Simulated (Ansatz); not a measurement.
# GaSb (F-43m) in Ansatz: settings compared

One crystal, GaSb, is run at these levels: PBE+D4, PBEsol+D3(BJ), PBE; tasks: relaxation of cell and atoms, single point.

All numbers are computed with Ansatz 0.2.0; they aren't measurements. Logs are shortened: lines on timing, memory, paths and dates and some standing lists are left out, and cuts for length are marked.

**The experiment to reproduce.**

A printed reference work, data compilation reports, for a bulk crystal of GaSb at 4.2 K: band gap 0.811 eV (direct).

The results are compared with them further down.

**1. The crystal as given**

It takes space group F-43m (No. 216, cubic). The conventional cell has a = 6.118 Å, b = 6.118 Å, c = 6.118 Å, α = 90.00°, β = 90.00°, γ = 90.00°. Sb (site symmetry -43m) is surrounded by 4 Ga at 2.65 Å. Ga (site symmetry -43m) has 4 Sb at 2.65 Å as nearest neighbours.

**2. Relaxation of cell and atoms, PBE+D4**

Input file input.yaml:

```yaml
crystal:
  lattice:
    - [0.0, 3.059, 3.059]
    - [3.059, 0.0, 3.059]
    - [3.059, 3.059, 0.0]
  atoms:
    - { symbol: Sb, position: [0.75, 0.75, 0.75] }
    - { symbol: Ga, position: [0.0, 0.0, 0.0] }
kpoints:
  mp_grid: { grid: [8, 8, 8] }
scf:
  occupations: { method: fermi_dirac, width: 0.05 }
hamiltonian:
  xc: pbe
  dispersion: d4
  pseudopotentials: { kind: all_electron, lapw: { basis_error: 0.001 } }
output:
  forces: true
  stress: true
relax:
  f_tol: 0.005
  max_steps: 60
  cell: {}
```

Potentials or basis: all-electron LAPW, scalar-relativistic.

Started as:

```sh
ansatz run input.yaml --threads 1 --pin off --max-ram 3072MiB --backend cpu --events-out ev --progress --plain --runs-dir out
```

The log of the run:

```text
Warning: RAYON_NUM_THREADS=1 ignored (pool sized by the plan → 1); use --threads N
The last accepted step is kept in <dir> (removed where the run ends without a failure and the disk answers)
LAPW: plane waves up to 8.872 Å⁻¹, error target 1.0e-3 eV per atom; small_component_spin mean_spin; Ga in spheres of 1.260 Å, 21 of its electrons in bands, Dirac shells []; Sb in spheres of 1.309 Å, 23 of its electrons in bands, Dirac shells [] (how accurate: hamiltonian.pseudopotentials.lapw.basis_error, Limitations)
Engine: ansatz 0.2.0, x86_64-unknown-linux-gnu
Pseudopotentials: kind: all_electron
Pseudopotential: Sb, LAPW, valence charge 23, lapw/all_electron/scalar/gaussian/Sb, Koelling and Harmon's equation, gaussian nucleus
Pseudopotential: Ga, LAPW, valence charge 21, lapw/all_electron/scalar/gaussian/Ga, Koelling and Harmon's equation, gaussian nucleus
Functional definition: PBE
  parameter kappa = 0.804
  parameter beta = 0.06672455060314922
  exchange = pbe_x(kappa = kappa, mu = beta*pi^2/3)
  correlation = pbe_c(beta = beta)
Crystal: 2 atoms, lattice volume = 57.249 Å³
Basis set: ecut = 299.91852052354744 eV, 645 PW (Γ), exchange–correlation at level 2
Bands: 27, of which v1, the nominal top of the filled ones, is band 22 counted from 1 (21 counted from 0)
Symmetry: 24 space group operations
Space group: F-43m (ITA 216), of the structure as read, at distance tolerance 3.9e-5 Å
k-points: 29 of 512 (time reversal used)
Non-local potential: Sb, projectors of the file, none
Non-local potential: Ga, projectors of the file, none
Initial density: superposition of atomic densities (chi_scale 0.1, normalization cell, long waves kept (reshape's long-wave potential 0.00 eV rms))
Initial wavefunctions: plane waves of lowest kinetic energy (no species holds an atomic orbital)
Functional: x = pbe(κ = 0.804, μ = 0.2195149727645171), c = pbe(β = 0.06672455060314922)
iter 1 solved again at ethr=6.80e-4 eV; its pass at ethr=1.00e-1 eV (dr2=2.99e-1 eV) is discarded
SCF iter   1: F=—  HF=-229269.247058 eV  |F-HF|=—  |Δ(HF+E_count)|=         —  Δρ=2.15e-2  dr2=3.02e-1  ethr=6.80e-4  ⟨swp⟩=2.6  Hψ=5049  notcnv=0
preconditioner: auto → Kerker (q_TF=auto, 2.611 Å⁻¹)  [metal: Δε(μ)=0.085 eV  Ē_g=15.096 eV  σ=0.050 eV  W_gap=0.35  n_scr=14 (ndim 8)  ℏωp=20.8 eV  f_vac=0.118  D(μ)=0.05/eV (n_scr^D=0)]
SCF iter   2: F=—  HF=-229269.217967 eV  |F-HF|=—  |Δ(HF+E_count)|=   2.91e-2  Δρ=1.50e-2  dr2=1.81e-1  ethr=6.80e-4  ⟨swp⟩=2.0  Hψ=2312  notcnv=0
preconditioner: auto → none  [insulator: Δε(μ)=0.442 eV  Ē_g=15.501 eV  σ=0.050 eV  W_gap=0.74  n_scr=14 (ndim 8)  ℏωp=20.8 eV  f_vac=0.135  D(μ)=0.06/eV (n_scr^D=0)  ε∞_Penn≈2.8]
iter 3 solved again at ethr=1.63e-5 eV; its pass at ethr=4.11e-4 eV (dr2=7.16e-3 eV) is discarded
SCF iter   3: F=—  HF=-229269.201462 eV  |F-HF|=—  |Δ(HF+E_count)|=   1.65e-2  Δρ=3.65e-3  dr2=7.12e-3  ethr=1.63e-5  ⟨swp⟩=2.0  Hψ=3918  notcnv=0
SCF iter   4: F=—  HF=-229269.189756 eV  |F-HF|=—  |Δ(HF+E_count)|=   1.17e-2  Δρ=6.71e-4  dr2=2.97e-4  ethr=1.62e-5  ⟨swp⟩=2.1  Hψ=2207  notcnv=0
SCF iter   5: F=—  HF=-229269.190265 eV  |F-HF|=—  |Δ(HF+E_count)|=         —  Δρ=2.09e-4  dr2=3.39e-5  ethr=6.76e-7  ⟨swp⟩=3.0  Hψ=2325  notcnv=0
[...]
SCF 1 converged in 8 iterations: F = -229269.190308 eV  dr2 = 1.04e-8
[...]
SCF iter   2: F=—  HF=-229269.190395 eV  |F-HF|=—  |Δ(HF+E_count)|=   6.22e-7  Δρ=1.97e-5  dr2=4.58e-7  ethr=4.94e-9  ⟨swp⟩=2.6  Hψ=2199  notcnv=0
iter 3 solved again at ethr=5.41e-11 eV; its pass at ethr=1.04e-9 eV (dr2=2.38e-8 eV) is discarded
SCF iter   3: F=—  HF=-229269.190395 eV  |F-HF|=—  |Δ(HF+E_count)|=   4.45e-7  Δρ=5.97e-6  dr2=2.38e-8  ethr=5.41e-11  ⟨swp⟩=2.0  Hψ=3892  notcnv=0
SCF iter   4: F=-229269.190395 eV  HF=-229269.190395 eV  |F-HF|=2.36e-9  |Δ(HF+E_count)|=   1.23e-8  Δρ=2.42e-6  dr2=4.49e-9  ethr=5.41e-11  ⟨swp⟩=3.0  Hψ=2294  notcnv=0
SCF 2 converged in 4 iterations: F = -229269.190395 eV  dr2 = 4.49e-9
relax step   2: F+E_penalty+E_count = -229269.19039544 eV  Δ(F+E_penalty+E_count) = -8.731e-5 eV  max|allowed force component| = 1.793e-17 eV/Å  Δτ_max = 0.0000 Å  P = +0.049 GPa  Ω = 57.007 Å³  (4 SCF iters, accepted)
iter 1 solved again at ethr=1.02e-11 eV; its pass at ethr=1.00e-1 eV (dr2=4.49e-9 eV) is discarded
SCF iter   1: F=—  HF=-229269.190395 eV  |F-HF|=—  |Δ(HF+E_count)|=         —  Δρ=2.42e-6  dr2=4.49e-9  ethr=1.02e-11  ⟨swp⟩=5.2  Hψ=3996  notcnv=0
preconditioner: auto → none  [insulator: Δε(μ)=0.350 eV  Ē_g=21.891 eV  σ=0.050 eV  W_gap=0.54  n_scr=14 (ndim 8)  ℏωp=26.0 eV  f_vac=0.194  D(μ)=0.06/eV (n_scr^D=0)  ε∞_Penn≈2.4]
SCF iter   2: F=-229269.190395 eV  HF=-229269.190395 eV  |F-HF|=5.82e-11  |Δ(HF+E_count)|=   1.11e-9  Δρ=1.38e-6  dr2=1.31e-9  ethr=1.02e-11  ⟨swp⟩=3.0  Hψ=2307  notcnv=0
SCF 3 converged in 2 iterations: F = -229269.190395 eV  dr2 = 1.31e-9
relax step   3: F+E_penalty+E_count = -229269.19039544 eV  Δ(F+E_penalty+E_count) = +5.821e-11 eV  max|allowed force component| = 1.561e-17 eV/Å  Δτ_max = 0.0000 Å  P = +0.049 GPa  Ω = 57.007 Å³  stress off target by 4.93e-2 GPa  SCF on the basis re-selected at this cell (its energy is not comparable with the rows above)  (2 SCF iters)
basis re-selected at this cell: Δ(F+E_penalty+E_count) = +5.821e-11 eV, ΔP = -0.000 GPa vs the last step (what re-selecting the basis moved, after the strain that the cell walked since its last selection, with what the two solves' SCF thresholds leave and, on support functions, any second-order correction that the steps lacked; it is no measure of the basis error at this ecutwfc). This SCF's stress stands 4.93e-2 GPa from its target on what of the cell is left free (relax.cell.stress_tol is 5.00e-2 GPa) and its largest allowed force component is 1.56e-17 eV/Å (relax.f_tol is 5.00e-3 eV/Å): within both
SCF converged after 2 iterations
Free energy (F): -229269.190395 eV
Harris-Foulkes:  -229269.190395 eV  (|F-HF|=5.82e-11)
Internal energy: -229269.189940 eV  (E = F + TS)
E sigma→0 (E₀):  -229269.190168 eV
Entropy (-TS):   -0.000456 eV (-0.228 meV/atom)
Fermi energy:    9.922604 eV
--- Per-component energies (eV) ---
  E_band       = -1768.791879
  E_kinetic    = 239813.900679
  E_xc         = -6703.779038
  E_electrostatic = -462378.461638  (all electrons and nuclei)
  E_disp       = -0.849943  (pairwise vdW)
  E_smearing   = -0.000456  (= −TS)
  E_closure    = 0.000000  (closes the sum)
  E_atoms      = -229261.009040  (free atoms, spherical and without spin; not in F)
  Σ components = -229269.190395   (vs F -229269.190395, Δ=0.00e0)
  Basis errors (estimates in eV, not in F): energy 4.3e-4 per atom: plane waves 4.0e-4 (2.4e-4 summed), levels above the bands 1.5e-52, relativity 3.3e-8, radial functions 3.2e-5, core shells 1.2e-7; eigenvalues (radial functions only) 3.3e-7; not estimated: angular momenta, meshes, grids; target (lapw.basis_error) 1.0e-3; muffin-tin radii Ga 1.259 Å, Sb 1.307 Å
--- Forces (eV/Å), atoms counted from 1 ---
  atom   1  Sb    -0.00000000     0.00000000     0.00000000
  atom   2  Ga    -0.00000000    -0.00000000    -0.00000000
  max |Σ_I F_I| component: 8.10e-18 eV/Å
--- Stress (GPa, compression-positive) ---
        0.049271       0.000000       0.000000
        0.000000       0.049271       0.000000
        0.000000       0.000000       0.049271
  P = ⅓ Tr σ = 0.0493 GPa (0.493 kbar)
--- Relaxed structure (2 steps of the walk, 2 accepted, 1 SCFs on fresh bases) ---
  F+E_penalty+E_count = -229269.19039544 eV   max|allowed force component| = 1.561e-17 eV/Å   (the final SCF, on the basis selected at the relaxed cell)
  cell:  # Å, volume = 57.0073 Å³
    - [1.783380211513457e-34, 3.0546878670494655, 3.0546878670494655]
    - [3.0546878670494655, 8.662132455922504e-34, 3.0546878670494655]
    - [3.0546878670494655, 3.0546878670494655, 1.7579033513489788e-33]
  atoms:
    - { symbol: Sb, position: [0.75, 0.75, 0.75] }
    - { symbol: Ga, position: [1.9019004163680206e-34, -2.085532180707002e-34, -1.6920355428377564e-34] }
```

It took 67 s on 1 thread of Intel Xeon at 2.50GHz (Skylake/Cascade Lake), shared host; peak memory 0.36 GiB.

Results:

```yaml
Free_energy: -229269.1904 eV
Relaxed_volume: 28.50 Å³/atom
Relaxed_cell: a = 4.320 Å, b = 4.320 Å, c = 4.320 Å, α = 60.00°, β = 60.00°, γ = 60.00°
Space_group_after_relaxing_to_0.05_Å: F-43m (No. 216)
Energy_gained_by_relaxing: 0.0 meV/atom
Ionic_steps: 3
Pressure_after_relaxing: 0.0 GPa
```

Final structure:
```xyz
2
Lattice="0.0000 3.0547 3.0547 3.0547 0.0000 3.0547 3.0547 3.0547 0.0000" Properties=species:S:1:pos:R:3 pbc="T T T"
Sb    4.5820    4.5820    4.5820
Ga    0.0000    0.0000    0.0000
```

**3. Relaxation of cell and atoms, PBEsol+D3(BJ)**

Edit input.yaml of step 2 so:

```diff
@@ -13,4 +13,4 @@
 hamiltonian:
-  xc: pbe
-  dispersion: d4
+  xc: pbesol
+  dispersion: d3bj
   pseudopotentials: { kind: all_electron, lapw: { basis_error: 0.001 } }
@@ -20,3 +20,3 @@
 relax:
-  f_tol: 0.005
+  f_tol: 0.01
   max_steps: 60
```

Potentials or basis: all-electron LAPW, scalar-relativistic.

Started as:

```sh
ansatz run input.yaml --threads 1 --pin off --max-ram 3072MiB --backend cpu --events-out ev --progress --plain --runs-dir out
```

It took 95 s on 1 thread of Intel Xeon at 2.50GHz (Skylake/Cascade Lake), shared host; peak memory 0.36 GiB.

It converged, with:

```yaml
Free_energy: -229152.7611 eV
Relaxed_volume: 27.56 Å³/atom
Relaxed_cell: a = 4.272 Å, b = 4.272 Å, c = 4.272 Å, α = 60.00°, β = 60.00°, γ = 60.00°
Space_group_after_relaxing_to_0.05_Å: F-43m (No. 216)
Energy_gained_by_relaxing: 6.6 meV/atom
Ionic_steps: 5
Pressure_after_relaxing: 0.0 GPa
```

The path:
```csv
step,energy change (eV),largest force (eV/Å),volume (Å³)
1,0.0000,0.0000,57.25
2,-0.0118,0.0000,54.45
3,-0.0133,0.0000,55.18
4,-0.0133,0.0000,55.12
5,-0.0133,0.0000,55.12
```

Final structure:
```
Sb Ga
1.0
     0.00000    3.02068    3.02068
     3.02068    0.00000    3.02068
     3.02068    3.02068    0.00000
Sb Ga
1 1
Direct
  0.75000 0.75000 0.75000
  0.00000 0.00000 0.00000
```

Spin-orbit coupling is left out, which matters for the levels of Sb.

[end of part 1 of 2]
